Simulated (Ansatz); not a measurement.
Ansatz input file:

```yaml
crystal:
  lattice:
    - [-1.5553789793, 1.5492942518, 1.5788531346]
    - [1.531071515, -1.5179744143, 1.5232258328]
    - [1.5868245992, 1.5494200343, -1.5475332971]
  atoms:
    - { symbol: Pd, position: [0.0, 0.0, 0.0] }
basis:
  ecutwfc: 420
kpoints:
  mp_grid: { grid: [16, 16, 16] }
hamiltonian:
  xc: pbe
scf:
  occupations: { method: gaussian, width: 0.1 }
output:
  forces: true
  stress: true
  eigenvalues: true
```

Launched with
```bash
ansatz run input.yaml --threads 1 --pin off --max-ram 1331MiB --backend cpu --events-out ev --progress --plain --runs-dir out
```

Level of theory: DFT PBE, scalar-relativistic, plane waves, PAW in Ansatz 0.2.0.

Abridged output:

```
Pseudopotentials: kind: paw
Pseudopotential: Pd, paw, valence charge 18, recommended cutoff 420 eV (normal)
Functional definition: PBE
Crystal: 1 atom, lattice volume = 14.981 Å³
Basis set: ecut = 420 eV, 321 PW (Γ), exchange–correlation on 40×36×40 points (8 copies of the dense FFT grid, shifted against one another)
Bands: 13, of which v1, the nominal top of the filled ones, is band 9 counted from 1 (8 counted from 0)
Symmetry: 2 space group operations
Space group: P-1 (ITA 2), of the structure as read, at distance tolerance 2.5e-5 Å
k-points: 2052 of 4096
Initial density: superposition of atomic densities (neutral atoms: chi_scale 0, normalization atom), corrected by the library's trained network
Initial wavefunctions: pseudopotential atomic-orbital guess
Functional: x = pbe(κ = 0.804, μ = 0.21951497), c = pbe(β = 0.06672455)
SCF iter   1: F=—  HF=-6972.793655 eV  |F-HF|=—  |Δ(HF+E_count)|=         —  Δρ=6.65e-3  dr2=3.34e-3  ethr=1.77e-3  ⟨swp⟩=5.0  Hψ=154282  notcnv=0
SCF iter   2: F=—  HF=-6972.793103 eV  |F-HF|=—  |Δ(HF+E_count)|=   5.51e-4  Δρ=3.28e-3  dr2=6.57e-4  ethr=1.85e-5  ⟨swp⟩=2.6  Hψ=55917  notcnv=0
SCF iter   3: F=—  HF=-6972.792979 eV  |F-HF|=—  |Δ(HF+E_count)|=   1.24e-4  Δρ=1.66e-3  dr2=7.15e-5  ethr=3.65e-6  ⟨swp⟩=2.1  Hψ=36947  notcnv=0
SCF iter   4: F=—  HF=-6972.793011 eV  |F-HF|=—  |Δ(HF+E_count)|=   3.23e-5  Δρ=2.42e-4  dr2=1.42e-6  ethr=3.97e-7  ⟨swp⟩=1.6  Hψ=29789  notcnv=0
SCF iter   5: F=-6972.793013 eV  HF=-6972.793013 eV  |F-HF|=2.58e-8  |Δ(HF+E_count)|=   1.50e-6  Δρ=1.93e-5  dr2=1.18e-8  ethr=7.88e-9  ⟨swp⟩=2.6  Hψ=44435  notcnv=0
SCF iter   6: F=-6972.793013 eV  HF=-6972.793013 eV  |F-HF|=9.82e-11  |Δ(HF+E_count)|=   2.77e-8  Δρ=2.46e-6  dr2=2.93e-10  ethr=6.57e-11  ⟨swp⟩=1.8  Hψ=83937  notcnv=0
SCF 1 converged in 6 iterations: F = -6972.793013 eV  dr2 = 2.93e-10
SCF converged after 6 iterations
Free energy (F): -6972.793013 eV
Harris-Foulkes:  -6972.793013 eV  (|F-HF|=9.82e-11)
Internal energy: -6972.786081 eV  (E = F + TS)
E sigma→0 (E₀):  -6972.789547 eV
Entropy (-TS):   -0.006932 eV (-6.932 meV/atom)
Fermi energy:    19.425892 eV
--- Per-component energies (eV) ---
  E_band       = -142.067815
  E_kinetic    = 514.137900
  E_local      = -1772.167618  (includes V_loc(G=0)·N_el)
  E_nonlocal   = 217.365968
  E_hartree    = 720.014318
  E_xc         = -168.755649
  E_vxc        = -211.733971  (∫ρ·V_xc dr)
  E_paw        = -3750.415470  (= ΣΔE_a)
  E_vpaw       = -329.698537  (= ΣTr[D̂ρ^β])
  E_aug_tail   = 0.000224  (compensation charges beyond the density's cutoff)
  E_ewald      = -2732.965755
  E_smearing   = -0.006932  (= −TS)
--- Forces (eV/Å), atoms counted from 1 ---
  atom   1  Pd     0.00000000     0.00000000     0.00000000
--- Stress (GPa, compression-positive) ---
        5.921649      -2.296575       1.869816
       -2.296575       5.739417      -2.262352
        1.869816      -2.262352       5.783324
  P = ⅓ Tr σ = 5.8148 GPa (58.148 kbar)
--- Band table (eV; the first three rows and the last of 2052) ---
  k-point 0: bands = ["-64.6191", "-30.1348", "-30.1258", "-30.1242", "12.3835", "16.2847", "16.6139", "16.6459", "18.4582", "18.5035", "38.2060", "38.6652", "38.7754"]
  k-point 1: bands = ["-64.6171", "-30.1396", "-30.1367", "-30.1280", "12.5283", "16.2563", "16.5920", "16.7452", "18.4195", "18.5001", "38.1815", "38.7096", "38.8425"]
  k-point 2: bands = ["-64.6116", "-30.1812", "-30.1476", "-30.1310", "12.9421", "16.1630", "16.5421", "17.0378", "18.3155", "18.5163", "37.7536", "38.5961", "39.2632"]
  k-point 2051: bands = ["-64.5194", "-30.4828", "-30.4005", "-30.3896", "14.2740", "14.2814", "19.5331", "19.5587", "19.8078", "28.4877", "28.6434", "28.6871", "36.7229"]
```

The calculation finished and met its thresholds.